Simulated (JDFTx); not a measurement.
MgSe under changes of volume

One of the cells (20.246 Å³/atom); the others are scaled copies at fixed shape and fractional positions:

```xyz
2
Lattice="0.0000 2.7255 2.7255 2.7255 0.0000 2.7255 2.7255 2.7255 0.0000" Properties=species:S:1:pos:R:3 pbc="T T T"
Se    2.7255    2.7255    2.7255
Mg    0.0000    0.0000    0.0000
```

| Property | Result |
| --- | --- |
| Program | JDFTx 1.7.0 (patched build) |
| Functional | PBE |
| Potentials or basis | PseudoDojo-SR-PBE-0.5-standard |
| Cutoff | 1170 eV |
| Density cutoff | 4680 eV |
| k mesh | 8 × 8 × 8 |
| Occupations | fermi-dirac, width 0.05 eV |
| Spin | no spin polarisation |

```tsv
volume (Å³/atom)	energy over the lowest point (meV/atom)	pressure (GPa)	gap on the mesh (eV)
19.031	?	?	?
19.436	22.20	5.2	1.88
19.841	11.20	3.6	1.85
20.246	4.06	2.1	1.82
20.651	0.44	0.8	1.78
21.056	0.00	-0.4	1.75
21.461	2.41	-1.5	1.72
```

Q: What does the run at 19.031 Å³/atom give?

A: Energy over the lowest point 37.46 meV/atom; pressure 6.9 GPa; gap on the mesh 1.92 eV.

Worked out: A Birch-Murnaghan fit of order 3 (a polynomial in V^(-2/3)) to the other rows has its minimum at 20.91 Å³/atom with B0 = V·E''(V) = 61 GPa and B' = 4.2. It gives 37.51 meV/atom at 19.031 Å³/atom, against the run's 37.46, and -dE/dV = 7.0 GPa, against 6.9. A straight line through the other rows of the gap, of slope -1.64 eV per unit of ln V, extrapolates to 1.92 eV, against the run's 1.92.

Energies are extrapolated to zero smearing.

Caveats: the empty levels aren't tightly converged.

A mesh can miss the band edges. Spin-orbit coupling on Se is left out.
